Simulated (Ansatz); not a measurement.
SnSe2 and its competing phases

Computed with DFT PBE, scalar-relativistic, plane waves, PAW (Ansatz 0.2.0). All cells share a 420 eV cutoff and Γ-centred k meshes spaced at most about 0.3 Å⁻¹ (2π included). No spin polarisation.

The zero of energy is the elements' standard structures at the same level; no fitted shifts are applied. The references include grey tin.

These are static total energies at zero pressure. Weakly bound directions are ill-defined at this level, which has no dispersion term (P-1, P-3m1), and this can change margins and order among such cells. The reference form of Se is held partly by dispersion forces, which this level lacks.

The competitors are the elements and 2 reference phases of this chemical system (from databases or known types: SnSe, SnSe2), relaxed at the same level; other known phases may be missing.

The candidate was reached from: a relaxed cell, shaken at random and relaxed again.

```yaml
crystal:
  lattice:
    - [3.86998, 0.00000, 0.00000]
    - [1.93448, 3.35217, 0.00000]
    - [0.29199, 1.98710, 7.39460]
  atoms:
    - { symbol: Sn, position: [0.00000, 0.00000, 0.00000] }
    - { symbol: Se, position: [0.28594, 0.46082, 0.78441] }
    - { symbol: Se, position: [0.71406, 0.53917, 0.21559] }
```

Question: Where does it stand against these competitors?

Answer: Too close to call. Its formation energy is -0.340 eV/atom. The lowest competing phase at this composition is this:

```tsv
phase	space group	source	share of atoms	ΔE_f (eV/atom)
SnSe2	P-3m1 (No. 164)	COD	1.0000	-0.342
```

The candidate lies level with this phase within the noise. The candidate matches no cell in the subsets of the Crystallography Open Database and the Materials Project at hand. Checks: unstable against strain, though with no imaginary mode on a 2×2×1 q mesh. So it is a saddle point, neither stable nor metastable.
